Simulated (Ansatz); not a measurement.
Runs of Ansatz 0.2.0 on Ga2O3. The structure is monoclinic, space group C2/m (No. 12). The conventional cell has a = 12.214 Å, b = 3.037 Å, c = 5.798 Å, α = 90.00°, β = 103.83°, γ = 90.00°. Around Ga (site symmetry m) lie 6 O at 1.94 to 2.07 Å. Around Ga (site symmetry m) lie 4 O at 1.83 to 1.86 Å. O (site symmetry m) is surrounded by 3 Ga at 1.83 to 1.94 Å. Around O (site symmetry m) lie 4 Ga at 1.86 to 2.07 Å. Around O (site symmetry m) lie 3 Ga at 1.83 to 1.94 Å. 

```csv
task,level,cell,smearing,points for each segment of the path,gap on the mesh (eV),pressure (GPa),relaxed volume (Å³/atom),largest force (eV/Å)
single point,PBE,as given,gaussian 0.012 eV,-,2.44,9.6,-,0.22
relaxation of cell and atoms,PBE,relaxed,fermi-dirac 0.05 eV,-,2.02,0.0,10.96,-
relaxation of cell and atoms,BLYP+D4,relaxed,fermi-dirac 0.05 eV,-,2.31,0.0,10.68,-
relaxation of cell and atoms,RPBE,relaxed,fermi-dirac 0.05 eV,-,1.90,0.0,11.28,-
relaxation of cell and atoms,LDA,relaxed,fermi-dirac 0.05 eV,-,2.51,0.0,(a),-
single point,PBE,as given,gaussian 0.011 eV,-,2.44,9.6,-,0.22
band structure,RPBE,as given,fermi-dirac 0.05 eV,10,2.54,14.6,-,0.30
band structure,PBEsol,as given,fermi-dirac 0.05 eV,10,(b),2.5,-,0.12
```

Alike in all rows: potentials or basis Ansatz PAW; no spin polarisation; k mesh 9 × 9 × 5; cutoff (eV) 420.

Task: Estimate the missing entries.

Result: (a) 10.22; (b) 2.34.

Caveats: odd divisions of the mesh miss points on the zone boundary, where band edges often lie, so the gap on the mesh can be too wide (some runs); the PAW data sets come from PBE, with cores solved anew for the run's functional, which leaves a small shift of forces and pressure (some runs); the plane-wave basis is chosen anew once the cell has moved, so the energies of steps on either side of that aren't comparable (some runs).

A k mesh can miss the band edges, and the runs leave out spin-orbit coupling on Ga.
